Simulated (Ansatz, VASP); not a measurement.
# Cross-check of AlN between VASP and Ansatz

Aim: how closely do two programs agree when they are given the same cell, functional and k mesh?

Method: plane waves, with VASP 6.6.1 beside it; band structure at PBE, in Ansatz 0.2.0.

The database entry behind the starting cell differs from later determinations by our own check (inner coordinate u about 0.002 short), so it need not match the best structure at ambient conditions.

## Step 1: The structure

The structure is hexagonal, space group P6_3mc (No. 186). Conventional cell: a = 3.113 Å, b = 3.113 Å, c = 4.981 Å, α = 90.00°, β = 90.00°, γ = 120.00°. Al has 4 N at 1.89 Å nearest. N has 4 Al at 1.89 Å nearest. Farther neighbours and most contacts between anions are not listed.

Structure file:

```cif
data_structure
_symmetry_space_group_name_H-M 'P6_3mc'
_symmetry_Int_Tables_number 186
_cell_length_a 3.1130
_cell_length_b 3.1130
_cell_length_c 4.9810
_cell_angle_alpha 90.000
_cell_angle_beta 90.000
_cell_angle_gamma 120.000
_cell_volume 41.80
loop_
_atom_site_label
_atom_site_type_symbol
_atom_site_symmetry_multiplicity
_atom_site_Wyckoff_symbol
_atom_site_fract_x
_atom_site_fract_y
_atom_site_fract_z
_atom_site_occupancy
Al1 Al 2 b 0.66667 0.33333 0.50000 1
N1 N 2 b 0.66667 0.33333 0.88000 1
```

## Step 2: Ansatz: band structure, PBE

Ansatz runs on its default PAW (the set named soft_2) files.

Levels along a path test the potential and the projectors away from the mesh points.

Contents of input.yaml:

```yaml
crystal:
  lattice:
    - [3.113, 0.0, 0.0]
    - [-1.5565, 2.695937082, 0.0]
    - [0.0, 0.0, 4.981]
  atoms:
    - { symbol: Al, position: [0.6666666667, 0.3333333333, 0.5] }
    - { symbol: Al, position: [0.3333333333, 0.6666666667, 0.0] }
    - { symbol: "N", position: [0.6666666667, 0.3333333333, 0.88] }
    - { symbol: "N", position: [0.3333333333, 0.6666666667, 0.38] }
hamiltonian:
  xc: pbe
  pseudopotentials: { kind: paw }
kpoints:
  mp_grid: { grid: [3, 3, 2] }
  band_path:
    path:
      - [0.0, 0.0, 0.0]
      - [0.13636, 0.0, 0.0]
      - [0.31818, 0.0, 0.0]
      - [0.5, 0.0, 0.0]
      - [0.4697, 0.06061, 0.0]
      - [0.40909, 0.18182, 0.0]
      - [0.34848, 0.30303, 0.0]
      - [0.30303, 0.30303, 0.0]
      - [0.18182, 0.18182, 0.0]
      - [0.06061, 0.06061, 0.0]
      - [0.0, 0.0, 0.0]
      - [0.0, 0.0, 0.18182]
      - [0.0, 0.0, 0.36364]
      - [0.0, 0.0, 0.5]
      - [0.13636, 0.0, 0.5]
      - [0.31818, 0.0, 0.5]
      - [0.5, 0.0, 0.5]
      - [0.4697, 0.06061, 0.5]
      - [0.40909, 0.18182, 0.5]
      - [0.34848, 0.30303, 0.5]
      - [0.30303, 0.30303, 0.5]
      - [0.18182, 0.18182, 0.5]
      - [0.06061, 0.06061, 0.5]
      - [0.5, 0.0, 0.5]
      - [0.5, 0.0, 0.31818]
      - [0.5, 0.0, 0.13636]
      - [0.5, 0.0, 0.0]
      - [0.33333, 0.33333, 0.13636]
      - [0.33333, 0.33333, 0.31818]
      - [0.33333, 0.33333, 0.5]
    npoints: 1
scf:
  occupations: { method: gaussian, width: 0.01 }
  n_extra_bands: 8
output:
  forces: true
  stress: true
  eigenvalues: true
```

Command:

```
$ ansatz run input.yaml --threads 2 --pin off --max-ram 4608MiB --backend cpu --events-out ev --progress --plain --runs-dir out
```

Numbers of over 12 decimals in the logs are rounded to 6 here.

What it wrote:

```text
scf.n_extra_bands = 8 over 8 filled bands (N_el = 16.0): the run solves 16 bands
Engine: ansatz 0.2.0, aarch64-unknown-linux-gnu
Pseudopotentials: kind: paw
Pseudopotential: Al, paw, valence charge 3, recommended cutoff 420 eV (normal), Al.paw.azcp
Pseudopotential: N, paw, valence charge 5, recommended cutoff 420 eV (normal), N.paw.azcp
Functional definition: PBE
  parameter kappa = 0.804
  parameter beta = 0.066725
  exchange = pbe_x(kappa = kappa, mu = beta*pi^2/3)
  correlation = pbe_c(beta = beta)
Crystal: 4 atoms, lattice volume = 41.803 Å³
Basis set: ecut = 420 eV, 809 PW (Γ), exchange–correlation on 48×48×72 points (8 copies of the dense FFT grid, shifted against one another)
Bands: 16, of which v1, the nominal top of the filled ones, is band 8 counted from 1 (7 counted from 0)
Symmetry: 12 space group operations
Space group: P63mc (ITA 186), of the structure as read, at distance tolerance 3.5e-5 Å
k-points: 6 of 18
Non-local potential: Al, projectors of the file, l = 0: 2, l = 1: 2, l = 2: 1
Non-local potential: N, projectors of the file, l = 0: 2, l = 1: 2, l = 2: 1
PAW form: soft (Blöchl's): semilocal exchange-correlation on the pseudo side does not see the compensation charge
PAW one-centre angular grid: Al, 110 points (default); XC on 64 Gauss nodes
PAW one-centre angular grid: N, 110 points (default); XC on 64 Gauss nodes
Initial density: superposition of atomic densities (neutral atoms: chi_scale 0, normalization atom), corrected by the library's trained network
Initial wavefunctions: pseudopotential atomic-orbital guess
Functional: x = pbe(κ = 0.804, μ = 0.219515), c = pbe(β = 0.066725)
SCF iter   1: F=—  HF=-1848.314446 eV  |F-HF|=—  |Δ(HF+E_count)|=         —  Δρ=3.62e-3  dr2=4.89e-3  ethr=1.77e-3  ⟨swp⟩=5.8  Hψ=564  notcnv=0
preconditioner: auto → none  [insulator: Δε(μ)=4.209 eV  Ē_g=15.381 eV  σ=0.010 eV  W_gap=1.00  n_scr=2 (ndim 8)  ℏωp=23.0 eV  f_vac=0.000  D(μ)=0.00/eV (n_scr^D=0)  ε∞_Penn≈3.2]
SCF iter   2: F=—  HF=-1848.313625 eV  |F-HF|=—  |Δ(HF+E_count)|=   8.21e-4  Δρ=1.33e-3  dr2=5.33e-4  ethr=3.05e-5  ⟨swp⟩=2.8  Hψ=207  notcnv=0  defer=18
SCF iter   3: F=—  HF=-1848.313630 eV  |F-HF|=—  |Δ(HF+E_count)|=   5.30e-6  Δρ=2.44e-4  dr2=1.25e-5  ethr=3.33e-6  ⟨swp⟩=2.3  Hψ=136  notcnv=0  defer=20
SCF iter   4: F=—  HF=-1848.313417 eV  |F-HF|=—  |Δ(HF+E_count)|=   2.13e-4  Δρ=1.46e-5  dr2=3.77e-8  ethr=6.25e-10  ⟨swp⟩=6.2  Hψ=498  notcnv=0
iter 5 did not close the SCF: its close was put off for the readings that it lacked (scf_convergence_deferred on its scf_iter line)
SCF iter   5: F=-1848.313417 eV  HF=-1848.313417 eV  |F-HF|=5.68e-10  |Δ(HF+E_count)|=   5.00e-8  Δρ=2.75e-6  dr2=1.47e-9  ethr=2.35e-10  ⟨swp⟩=2.0  Hψ=113  notcnv=0
SCF iter   6: F=-1848.313417 eV  HF=-1848.313417 eV  |F-HF|=3.25e-11  |Δ(HF+E_count)|=  9.02e-10  Δρ=5.05e-7  dr2=3.65e-11  ethr=9.21e-12  ⟨swp⟩=1.3  Hψ=234  notcnv=0
SCF 1 converged in 6 iterations: F = -1848.313417 eV  dr2 = 3.65e-11
  greatest PAW one-centre occupation: 0.785 electrons in one spin orbital (limit 2), on the N atom at site 3 (counted from 0), in its partial waves of l = 0
NSCF: frozen V_eff on 30 k-points
SCF converged after 6 iterations
Free energy (F): -1848.313417 eV
Harris-Foulkes:  -1848.313417 eV  (|F-HF|=3.25e-11)
Internal energy: -1848.313417 eV  (E = F + TS)
E sigma→0 (E₀):  -1848.313417 eV
Fermi energy:    9.272303 eV
--- Per-component energies (eV) ---
  E_band       = 31.300309
  E_kinetic    = 319.776407
  E_local      = -449.301940  (includes V_loc(G=0)·N_el)
  E_nonlocal   = 110.587419
  E_hartree    = 156.450135
  E_xc         = -203.771498
  E_vxc        = -216.059491  (∫ρ·V_xc dr)
  E_paw        = -1190.390864  (= ΣΔE_a)
  E_vpaw       = -46.602472  (= ΣTr[D̂ρ^β])
  E_aug_tail   = 0.000195  (compensation charges beyond the density's cutoff)
  E_ewald      = -591.663270
  E_smearing   = -0.000000  (= −TS)
  E_closure    = -0.000000  (closes the sum)
  Σ components = -1848.313417   (vs F -1848.313417, Δ=0.00e0)
--- Forces (eV/Å), atoms counted from 1 ---
  atom   1  Al    -0.00000000     0.00000000    -0.19915287
  atom   2  Al     0.00000000    -0.00000000    -0.19915287
  atom   3  N      0.00000000    -0.00000000     0.19913507
  atom   4  N     -0.00000000     0.00000000     0.19913507
  max |Σ_I F_I| component: 3.56e-5 eV/Å
--- Stress (GPa, compression-positive) ---
        3.908681       0.000000      -0.000000
       -0.000000       3.908681      -0.000000
       -0.000000      -0.000000       3.557812
  P = ⅓ Tr σ = 3.7917 GPa (37.917 kbar)
--- Band table (eV; the first three rows and the last of 6) ---
  k-point 0: bands = [... 4 lower, 6.3452, 6.9986, 6.9986, 7.1751, 11.3695, 13.8104, 17.7754, 18.3020, ... 4 higher]
  k-point 1: bands = [... 4 lower, 6.6621, 6.6621, 6.6621, 6.6621, 13.6235, 13.6235, 17.4935, 17.4935, ... 4 higher]
  k-point 2: bands = [... 4 lower, 3.8768, 5.3589, 6.3054, 6.6600, 13.3994, 13.8543, 15.1200, 17.4918, ... 4 higher]
  k-point 5: bands = [... 4 lower, 3.3373, 3.3373, 6.3939, 6.3939, 14.5817, 14.5817, 15.0032, 15.0032, ... 4 higher]
```

Elapsed: 1.5 s, on 2 threads of Arm Neoverse N1, shared host; peak memory 0.25 GiB; 2.5 s of CPU time.

Reading the cycles: dr2 is the Hartree energy of the density residual (eV), the measure of convergence; HF is the Harris–Foulkes estimate of the energy, which meets the free energy F at convergence.

## Step 3: VASP: band structure, PBE

The same cell, functional, mesh and smearing now go to VASP, with its own data sets and cutoff.

Lines of VASP's logs that name or quote its potential files are left out, and so is its time.

Contents of INCAR:

```
SYSTEM = AlN
PREC = Accurate
ENCUT = 450
EDIFF = 1E-08
NELM = 100
ISMEAR = 0
SIGMA = 0.01
LREAL = .FALSE.
ALGO = Normal
GGA = PE
NBANDS = 14
LORBIT = 11
LWAVE = .TRUE.
LCHARG = .FALSE.
KPAR = 2
```

Contents of POSCAR:

```
AlN
1.0
    3.1130000000      0.0000000000      0.0000000000
   -1.5565000000      2.6959370820      0.0000000000
    0.0000000000      0.0000000000      4.9810000000
Al N
2 2
Direct
    0.6666666667      0.3333333333      0.5000000000
    0.3333333333      0.6666666667      0.0000000000
    0.6666666667      0.3333333333      0.8800000000
    0.3333333333      0.6666666667      0.3800000000
```

Contents of KPOINTS:

```
Automatic mesh
0
Gamma
3 3 2
0 0 0
```

Contents of KPOINTS_OPT:

```
Line mode
12
Line-mode
Reciprocal
  0.00000000   0.00000000   0.00000000 GAMMA
  0.50000000   0.00000000   0.00000000 M

  0.50000000   0.00000000   0.00000000 M
  0.33333333   0.33333333   0.00000000 K

  0.33333333   0.33333333   0.00000000 K
  0.00000000   0.00000000   0.00000000 GAMMA

  0.00000000   0.00000000   0.00000000 GAMMA
  0.00000000   0.00000000   0.50000000 A

  0.00000000   0.00000000   0.50000000 A
  0.50000000   0.00000000   0.50000000 L

  0.50000000   0.00000000   0.50000000 L
  0.33333333   0.33333333   0.50000000 H

  0.33333333   0.33333333   0.50000000 H
  0.00000000   0.00000000   0.50000000 A

  0.50000000   0.00000000   0.50000000 L
  0.50000000   0.00000000   0.00000000 M

  0.33333333   0.33333333   0.00000000 K
  0.33333333   0.33333333   0.50000000 H
```

PAW data sets: Al_GW and N_GW (PBE family, release 64).

Command:

```
$ mpirun -np 8 vasp_std
```

What it wrote:

```text
[banner, memory and clock lines left out]
running    8 mpi-ranks, on    1 nodes
 distrk:  each k-point on    4 cores,    2 groups
 distr:  one band on    1 cores,    4 groups

 POSCAR found type information on POSCAR AlN
 POSCAR found :  2 types and       4 ions
|                                                                             |
|           W    W    AA    RRRRR   N    N  II  N    N   GGGG   !!!           |
|           W    W   A  A   R    R  NN   N  II  NN   N  G    G  !!!           |
|           W    W  A    A  R    R  N N  N  II  N N  N  G       !!!           |
|           W WW W  AAAAAA  RRRRR   N  N N  II  N  N N  G  GGG   !            |
|           WW  WW  A    A  R   R   N   NN  II  N   NN  G    G                |
|           W    W  A    A  R    R  N    N  II  N    N   GGGG   !!!           |
|                                                                             |
|     For optimal performance we recommend to set                             |
|       NCORE = 2 up to number-of-cores-per-socket                            |
|     NCORE specifies how many cores store one orbital (NPAR=cpu/NCORE).      |
|     This setting can greatly improve the performance of VASP for DFT.       |
|     The default, NCORE=1 might be grossly inefficient on modern             |
|     multi-core architectures or massively parallel machines. Do your        |
|     Unfortunately you need to use the default for GW and RPA                |
|     calculations (for HF NCORE is supported but not extensively tested      |
|     yet).                                                                   |
|                                                                             |

 LDA part: xc-table for (Slater+PW92), standard interpolation
|                                                                             |
|           W    W    AA    RRRRR   N    N  II  N    N   GGGG   !!!           |
|           W    W   A  A   R    R  NN   N  II  NN   N  G    G  !!!           |
|           W    W  A    A  R    R  N N  N  II  N N  N  G       !!!           |
|           W WW W  AAAAAA  RRRRR   N  N N  II  N  N N  G  GGG   !            |
|           WW  WW  A    A  R   R   N   NN  II  N   NN  G    G                |
|           W    W  A    A  R    R  N    N  II  N    N   GGGG   !!!           |
|                                                                             |
|     The number of bands has been changed from the values supplied in        |
|     The orbitals not found in the WAVECAR file will be initialized with     |
|     random numbers, which is usually adequate. For correlated               |
|     calculations, however, you should redo the groundstate calculation.     |
|     I found NBANDS = 14. Now, NBANDS = 16.                                  |
|                                                                             |

 POSCAR, INCAR and KPOINTS ok, starting setup
 FFT: planning ... GRIDC
 FFT: planning ... GRID_SOFT
 FFT: planning ... GRID
 WAVECAR not read
 entering main loop
       N       E                     dE             d eps       ncg     rms          rms(c)
DAV:   1     0.523448291647E+02    0.52345E+02   -0.64698E+03   192   0.796E+02
DAV:   2    -0.306239071098E+02   -0.82969E+02   -0.68470E+02   288   0.236E+02
DAV:   3    -0.344170751848E+02   -0.37932E+01   -0.37777E+01   256   0.461E+01
DAV:   4    -0.344554831717E+02   -0.38408E-01   -0.38405E-01   224   0.581E+00
DAV:   5    -0.344564893064E+02   -0.10061E-02   -0.10061E-02   280   0.846E-01    0.122E+01
DAV:   6    -0.296458570380E+02    0.48106E+01   -0.10847E+01   264   0.313E+01    0.301E+00
DAV:   7    -0.296400636961E+02    0.57933E-02   -0.58371E-01   200   0.507E+00    0.213E+00
DAV:   8    -0.296354503674E+02    0.46133E-02   -0.77760E-02   200   0.423E+00    0.600E-01
DAV:   9    -0.296294123704E+02    0.60380E-02   -0.18138E-02   312   0.160E+00    0.112E-01
DAV:  10    -0.296297466945E+02   -0.33432E-03   -0.96332E-04   200   0.255E-01    0.624E-02
DAV:  11    -0.296297240026E+02    0.22692E-04   -0.14720E-04   288   0.135E-01    0.912E-03
DAV:  12    -0.296297264507E+02   -0.24481E-05   -0.51817E-06   208   0.169E-02    0.519E-03
DAV:  13    -0.296297259537E+02    0.49696E-06   -0.22937E-06   320   0.153E-02    0.858E-04
DAV:  14    -0.296297259605E+02   -0.68129E-08   -0.10892E-07   208   0.327E-03    0.148E-04
DAV:  15    -0.296297259658E+02   -0.52362E-08   -0.30174E-09   144   0.563E-04
   1 F= -.29629726E+02 E0= -.29629726E+02  d E =-.449551E-29
 Start KPOINTS_OPT (optional k-point list driver)
[...]
DAV:   5    -0.269536707540E+02   -0.60622E-02      256
DAV:   6    -0.269539582723E+02   -0.28752E-03      264
DAV:   7    -0.269539686032E+02   -0.10331E-04      248
DAV:   8    -0.269539692393E+02   -0.63610E-06      248
DAV:   9    -0.269539692674E+02   -0.28099E-07      232
DAV:  10    -0.269539692687E+02   -0.12587E-08      216
k-point batch [19-24\108]
       N       E                     dE             ncg
DAV:   1     0.330156832977E+03   -0.35729E+04      192
DAV:   2    -0.238287300469E+02   -0.35399E+03      280
DAV:   3    -0.406504143379E+02   -0.16822E+02      248
DAV:   4    -0.408312265745E+02   -0.18081E+00      256
DAV:   5    -0.408364037754E+02   -0.51772E-02      248
DAV:   6    -0.408366579019E+02   -0.25413E-03      288
DAV:   7    -0.408366691256E+02   -0.11224E-04      248
DAV:   8    -0.408366698035E+02   -0.67790E-06      272
DAV:   9    -0.408366698471E+02   -0.43604E-07      232
DAV:  10    -0.408366698492E+02   -0.20166E-08      232
[...]
k-point batch [103-108\108]
       N       E                     dE             ncg
DAV:   1     0.336298694658E+03   -0.38232E+04      192
DAV:   2    -0.191215092085E+02   -0.35542E+03      280
DAV:   3    -0.365889516875E+02   -0.17467E+02      264
DAV:   4    -0.368086428731E+02   -0.21969E+00      248
DAV:   5    -0.368152085853E+02   -0.65657E-02      256
DAV:   6    -0.368155021394E+02   -0.29355E-03      256
DAV:   7    -0.368155176758E+02   -0.15536E-04      280
DAV:   8    -0.368155185771E+02   -0.90129E-06      256
DAV:   9    -0.368155186097E+02   -0.32585E-07      240
DAV:  10    -0.368155186114E+02   -0.16768E-08      192
 writing wavefunctions
```

(Part 1 of 2 ends here.)

[Lines on the potential files, build, host, timing and source positions are cut from VASP's logs without a mark.]

[Logs are printed without paths, hosts, clocks, repeated set-up lines and the standing remarks that a program may print on its own settings, such as how far it seeks lower states.]

[Hosts, paths, dates, database ids (printed as entryN), source tags and the programs' standing remarks are cut or masked in the printed files.]
